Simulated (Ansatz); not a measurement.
# W (Fm-3m) in Ansatz: reference runs

How does W come out in PBE? The cell is run as given and disturbed.

All numbers are computed with Ansatz 0.2.0; they aren't measurements. Logs are shortened: lines on timing, memory, paths and dates and some standing lists are left out, and cuts for length are marked.

### Step 1. The structure

It takes space group Fm-3m (No. 225, cubic). Conventional cell: a = 4.060 Å, b = 4.060 Å, c = 4.060 Å, α = 90.00°, β = 90.00°, γ = 90.00°. W (site symmetry m-3m) has 12 W at 2.87 Å as nearest neighbours.

This isn't the form of W at room conditions, which is bcc.

### Step 2. Single point, PBE

input.yaml reads:

```yaml
crystal:
  lattice:
    - [0.0, 2.03, 2.03]
    - [2.03, 0.0, 2.03]
    - [2.03, 2.03, 0.0]
  atoms:
    - { symbol: W, position: [0.0, 0.0, 0.0] }
hamiltonian:
  xc: pbe
  pseudopotentials: { kind: paw }
kpoints:
  mp_grid: { grid: [11, 11, 11] }
scf:
  occupations: { method: fermi_dirac, width: 0.05 }
output:
  forces: true
  stress: true
  eigenvalues: true
```

Potentials or basis: Ansatz PAW.

The run is started by

```sh
$ ansatz run input.yaml --threads 1 --pin off --max-ram 2560MiB --backend cpu --events-out ev --progress --plain --runs-dir out
```

Standard output:

```text
Warning: RAYON_NUM_THREADS=1 ignored (pool sized by the plan → 1); use --threads N
Engine: ansatz 0.2.0, aarch64-unknown-linux-gnu
Pseudopotentials: kind: paw
Pseudopotential: W, paw, valence charge 14, recommended cutoff 420 eV (normal), W.paw.azcp
Functional definition: PBE
  parameter kappa = 0.804
  parameter beta = 0.06672455060314922
  exchange = pbe_x(kappa = kappa, mu = beta*pi^2/3)
  correlation = pbe_c(beta = beta)
Crystal: 1 atoms, lattice volume = 16.731 Å³
Basis set: ecut = 420 eV, 331 PW (Γ), exchange–correlation on 40×40×40 points (8 copies of the dense FFT grid, shifted against one another)
Bands: 11, of which v1, the nominal top of the filled ones, is band 7 counted from 1 (6 counted from 0)
Symmetry: 48 space group operations
Space group: Fm-3m (ITA 225), of the structure as read, at distance tolerance 2.6e-5 Å
k-points: 56 of 1331
Non-local potential: W, projectors of the file, l = 0: 3, l = 1: 2, l = 2: 2, l = 3: 1
PAW form: soft (Blöchl's): semilocal exchange-correlation on the pseudo side does not see the compensation charge
PAW one-centre angular grid: W, 590 points (default); XC on 64 Gauss nodes
Initial density: superposition of atomic densities (neutral atoms: chi_scale 0, normalization atom), corrected by the library's trained network
Initial wavefunctions: pseudopotential atomic-orbital guess
Functional: x = pbe(κ = 0.804, μ = 0.2195149727645171), c = pbe(β = 0.06672455060314922)
SCF iter   1: F=—  HF=-10384.349062 eV  |F-HF|=—  |Δ(HF+E_count)|=         —  Δρ=2.50e-3  dr2=8.35e-4  ethr=1.77e-3  ⟨swp⟩=5.2  Hψ=3288  notcnv=0
preconditioner: auto → none  [metal: Δε(μ)=0.057 eV  Ē_g=8.340 eV  σ=0.050 eV  W_gap=0.27  n_scr=0 (ndim 8)  ℏωp=22.2 eV  f_vac=0.000  D(μ)=1.02/eV (n_scr^D=14)]
SCF iter   2: F=—  HF=-10384.348659 eV  |F-HF|=—  |Δ(HF+E_count)|=   4.03e-4  Δρ=9.46e-4  dr2=6.83e-5  ethr=5.97e-6  ⟨swp⟩=2.2  Hψ=1238  notcnv=0
SCF iter   3: F=—  HF=-10384.348680 eV  |F-HF|=—  |Δ(HF+E_count)|=   2.11e-5  Δρ=2.71e-4  dr2=3.54e-6  ethr=4.88e-7  ⟨swp⟩=2.7  Hψ=928  notcnv=0
iter 4 did not close the SCF: its close was put off for the readings that it lacked (scf_convergence_deferred on its scf_iter line)
SCF iter   4: F=-10384.348683 eV  HF=-10384.348683 eV  |F-HF|=7.63e-8  |Δ(HF+E_count)|=   3.12e-6  Δρ=3.11e-5  dr2=9.26e-8  ethr=2.53e-8  ⟨swp⟩=2.6  Hψ=1025  notcnv=0
iter 5 did not close the SCF: its close was put off for the readings that it lacked (scf_convergence_deferred on its scf_iter line)
SCF iter   5: F=-10384.348683 eV  HF=-10384.348683 eV  |F-HF|=1.82e-9  |Δ(HF+E_count)|=   4.50e-8  Δρ=7.66e-6  dr2=3.44e-9  ethr=6.61e-10  ⟨swp⟩=2.1  Hψ=941  notcnv=0
SCF iter   6: F=-10384.348683 eV  HF=-10384.348683 eV  |F-HF|=3.64e-12  |Δ(HF+E_count)|=  9.40e-10  Δρ=2.43e-7  dr2=3.66e-12  ethr=2.45e-11  ⟨swp⟩=1.2  Hψ=1846  notcnv=0
SCF 1 converged in 6 iterations: F = -10384.348683 eV  dr2 = 3.66e-12
SCF converged after 6 iterations
Free energy (F): -10384.348683 eV
Harris-Foulkes:  -10384.348683 eV  (|F-HF|=3.64e-12)
Internal energy: -10384.339999 eV  (E = F + TS)
E sigma→0 (E₀):  -10384.344341 eV
Entropy (-TS):   -0.008684 eV (-8.684 meV/atom)
Fermi energy:    20.829242 eV
--- Per-component energies (eV) ---
  E_band       = -98.405393
  E_kinetic    = 448.175619
  E_local      = -637.462498  (includes V_loc(G=0)·N_el)
  E_nonlocal   = 0.666944
  E_hartree    = 226.377764
  E_xc         = -266.155886
  E_vxc        = -237.765201  (∫ρ·V_xc dr)
  E_paw        = -8562.346307  (= ΣΔE_a)
  E_vpaw       = -124.775774  (= ΣTr[D̂ρ^β])
  E_aug_tail   = -0.000052  (compensation charges beyond the density's cutoff)
  E_ewald      = -1593.595583
  E_smearing   = -0.008684  (= −TS)
  E_closure    = -0.000000  (closes the sum)
  Σ components = -10384.348683   (vs F -10384.348683, Δ=0.00e0)
--- Forces (eV/Å), atoms counted from 1 ---
  atom   1  W      0.00000000     0.00000000    -0.00000000
  max |Σ_I F_I| component: 2.26e-32 eV/Å
--- Stress (GPa, compression-positive) ---
       -4.835969       0.000000      -0.000000
        0.000000      -4.835969       0.000000
        0.000000      -0.000000      -4.835969
  P = ⅓ Tr σ = -4.8360 GPa (-48.360 kbar)
--- Band table (eV; the first three rows and the last of 56) ---
  k-point 0: bands = ["-52.8042", "-16.4984", "-16.4984", "-16.4984", "11.9392", "20.2825", "20.2825", "20.2825", "23.3257", "23.3257", "33.5831"]
  k-point 1: bands = ["-52.7965", "-16.5892", "-16.5101", "-16.5101", "12.2902", "20.0235", "20.4417", "20.4417", "23.1894", "23.1894", "34.2654"]
  k-point 2: bands = ["-52.7758", "-16.8279", "-16.5413", "-16.5413", "13.2378", "19.5089", "20.7229", "20.7229", "23.0815", "23.0815", "34.9178"]
  k-point 55: bands = ["-52.6751", "-17.2391", "-17.1812", "-16.8790", "17.2039", "18.3681", "19.2742", "22.2458", "26.1447", "29.7685", "31.3630"]
```

Run time: 0.79 s. Hardware: 1 thread of Arm Neoverse V1, shared host; peak memory 0.25 GiB.

Results:

* Free energy: -10384.3487 eV
* Pressure: -4.8 GPa
* Band gap on the k mesh: none (metal or under the smearing width)

### Step 3. Single point, PBE (cell strained at random at fixed volume)

input.yaml reads:

```yaml
crystal:
  lattice:
    - [0.011923, 2.008228, 2.031862]
    - [2.02971, 0.011064, 2.032721]
    - [2.054146, 2.033524, -0.013373]
  atoms:
    - { symbol: W, position: [-0.006753, -0.00874, 0.0141] }
hamiltonian:
  xc: pbe
  pseudopotentials: { kind: paw }
kpoints:
  mp_grid: { grid: [11, 11, 11] }
scf:
  occupations: { method: fermi_dirac, width: 0.05 }
output:
  forces: true
  stress: true
  eigenvalues: true
  write_density: true
  write_potential: true
  elf: true
  volumetric_format: npy
```

Potentials or basis: Ansatz PAW.

The run is started by

```sh
$ ansatz run input.yaml --threads 1 --pin off --max-ram 2560MiB --backend cpu --events-out ev --progress --plain --runs-dir out
```

Wall time 10 s (1 thread of Arm Neoverse V1, shared host); peak memory 0.39 GiB.

Results (log left out):

| Item | Value |
| --- | --- |
| Free energy | -10384.3528 eV |
| Pressure | -4.8 GPa |
| Band gap on the k mesh | none (metal or under the smearing width) |

Stress tensor (GPa, compression positive):
```
-4.13  2.42 -0.74
 2.42 -6.57 -1.03
-0.74 -1.03 -3.62
```

Levels at points of the mesh, in eV from the Fermi level:
| k point | band 3 | band 4 | band 5 | band 6 | band 7 | band 8 | band 9 | band 10 | band 11 |
| --- | --- | --- | --- | --- | --- | --- | --- | --- | --- |
| (0.00, 0.00, 0.00) | -37.34 | -37.31 | -8.90 | -0.75 | -0.57 | -0.35 | 2.38 | 2.60 | 12.74 |
